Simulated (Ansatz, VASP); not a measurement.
# One calculation of B, two programs

```
CELL_PARAMETERS angstrom
3.69745 0.00000 0.00000
0.00000 4.69151 0.00000
0.00000 0.00000 3.39161
ATOMIC_POSITIONS crystal
B 0.46496 0.00000 0.74997
B 0.03504 0.00000 0.74997
B 0.53504 0.00000 0.25003
B 0.96496 0.00000 0.25003
B 0.00000 0.31719 0.00000
B 0.50000 0.68281 0.00000
B 0.00000 0.68281 0.00000
B 0.50000 0.31719 0.00000
```

Alike in both runs: task single point; functional PBE; k mesh 6 × 4 × 6; occupations gaussian, width 0.1 eV; no spin polarisation.

|  | VASP | Ansatz |
| --- | --- | --- |
| version | VASP 6.6.1 | Ansatz 0.2.0 |
| potentials or method | VASP PAW PBE potentials, release 64 (B) | scalar-relativistic, plane waves, PAW |
| plane-wave cutoff (eV) | 520 | 420 |
| valence electrons in the cell | 24 | 24 |

Ansatz gave:

* gap on the k mesh at the Fermi level (eV): none
* rms of the force components (eV/Å): 1.311

Task: Estimate VASP's values.

Result: gap on the k mesh at the Fermi level (eV): none; rms of the force components (eV/Å): 1.320.

Atom by atom the forces differ by 0.011 eV/Å (rms over components). A gap of «none» marks a metal or a gap that the smearing closes.

Caveats: forces of over 1 eV/Å show positions far from the minimum, so gaps and moduli don't describe the material at rest.
